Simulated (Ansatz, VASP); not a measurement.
# ZnSe in VASP and in Ansatz

The input INCAR:

```
ALGO     = Fast           # electronic algorithm
EDIFF    = 1E-7           # SCF threshold, eV
ENCUT    = 520            # plane-wave cutoff, eV
GGA      = PS             # functional
ISIF     = 2              # what is computed and relaxed
ISMEAR   = 0              # smearing method
LASPH    = T              # aspherical terms in the spheres
LCHARG   = F              # write CHGCAR
LREAL    = F              # projectors in reciprocal space
LWAVE    = F              # write WAVECAR
NBANDS   = 26             # bands
NELM     = 80             # most SCF steps
PREC     = Accurate       # precision mode
SIGMA    = 0.05           # smearing width, eV
```

File KPOINTS:

```
k-points
0
Gamma
  8 8 6
```

The input POSCAR:

```
ZnSe
1.0
    4.1487790200      0.0000000000      0.0000000000
    0.0000000000      4.0666249800      0.0000000000
    0.0000000000      0.0000000000      6.0703500000
Zn Se
2 2
Direct
    0.0000000000      0.0000000000      0.0000000000
    0.5000000000      0.5000000000      0.0000000000
    0.0000000000      0.5000000000      0.2462800000
    0.5000000000      0.0000000000      0.7537200000
```

Input for Ansatz:

```yaml
crystal:
  lattice:
    - [4.14877902, 0.0, 0.0]
    - [0.0, 4.06662498, 0.0]
    - [0.0, 0.0, 6.07035]
  atoms:
    - { symbol: Zn, position: [0.0, 0.0, 0.0] }
    - { symbol: Zn, position: [0.5, 0.5, 0.0] }
    - { symbol: Se, position: [0.0, 0.5, 0.24628] }
    - { symbol: Se, position: [0.5, 0.0, 0.75372] }
basis:
  ecutwfc: 420
kpoints:
  mp_grid: { grid: [8, 8, 6] }
hamiltonian:
  xc: pbesol
scf:
  occupations: { method: gaussian, width: 0.05 }
output:
  forces: true
  stress: true
  eigenvalues: true
```

Change from the starting cell: strain +0.0100 x Voigt [1, -1, 0, 0, 0, 0], atoms carried along.

Alike in both runs: task single point; functional PBEsol; k mesh 8 × 8 × 6; occupations gaussian, width 0.05 eV; no spin polarisation.

|  | VASP | Ansatz |
| --- | --- | --- |
| version | VASP 6.6.1 | Ansatz 0.2.0 |
| potentials or method | VASP PAW PBE potentials, release 64 (Zn, Se) | scalar-relativistic, plane waves, PAW |
| plane-wave cutoff (eV) | 520 | 420 |
| valence electrons in the cell | 36 | 56 |

Ansatz gave:

| Item | Value |
| --- | --- |
| gap on the k mesh at the Fermi level (eV) | 1.82 |
| least direct gap on the mesh (eV) | 1.82 |
| pressure (GPa) | -2.8 |
| largest component of the traceless stress (GPa) | 0.87 |
| rms of the force components (eV/Å) | 0.161 |

Q: What did VASP give for the same quantities?

A: gap on the k mesh at the Fermi level (eV): 1.82; least direct gap on the mesh (eV): 1.82; pressure (GPa): -2.6; largest component of the traceless stress (GPa): 0.88; rms of the force components (eV/Å): 0.143.

Atom by atom the forces differ by 0.018 eV/Å (rms over components). The two sets of potentials don't hold the same shells in valence.

Caveats: the PAW data sets were made with another functional, which shifts forces and pressure a little (VASP). A k mesh can miss the band edges.
